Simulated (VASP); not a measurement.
**KCl: single point with r2SCAN**

**What was measured.**

A printed reference work, monograph reports, for a bulk crystal of KCl: band gap 8.68 eV.

The system is KCl.

```
K Cl
1.0
     3.14647    3.14647    0.00000
    -3.14647    3.14647    0.00000
     0.00000    3.14647    3.14647
K Cl
1 1
Direct
  0.00000 0.00000 0.00000
  0.50000 0.50000 0.00000
```

```json
{
  "Program": "VASP 6.6.1",
  "Task": "single point",
  "Functional": "r2SCAN",
  "Potentials or basis": "VASP PAW PBE potentials, release 64 (K_sv, Cl)",
  "Cutoff": "520 eV",
  "k mesh": "6 × 6 × 6",
  "Occupations": "gaussian, width 0.01 eV",
  "Spin": "no spin polarisation",
  "Dipole correction": "no",
  "Further INCAR settings": "ALGO = Normal; EDIFF = 1e-06; NBANDS = 15"
}
```

| Item | Value |
| --- | --- |
| Pressure | 0.0 GPa |
| Band gap on the k mesh | 5.83 eV, direct |

Levels at points of the mesh, in eV from the valence-band top:
```csv
k point,band 4,band 5,band 6,band 7,band 8,band 9,band 10,band 11,band 12,band 13
"(0.00, 0.00, 0.00)",-10.96,-10.96,0.00,0.00,0.00,5.83,9.03,9.03,9.03,10.08
"(0.50, 0.00, 0.00)",-10.97,-10.74,-1.05,-0.32,-0.32,8.13,9.24,11.32,11.32,12.18
"(0.50, 0.50, 0.00)",-11.01,-11.01,-0.67,-0.23,-0.23,7.03,9.22,10.69,11.11,11.56
```

Run time: 120 s on 1 thread of AMD EPYC 7R43 64-Core Processor (Zen 3), with other jobs on the host, peak memory 0.17 GiB.

Against the measured gap of KCl, 8.68 eV (a printed reference work, monograph), the calculated 5.83 eV is off by -2.85 eV. The value is that of r2SCAN, without temperature or zero-point motion.

Caveat: the PAW data sets were made with another functional, which shifts forces and pressure a little.
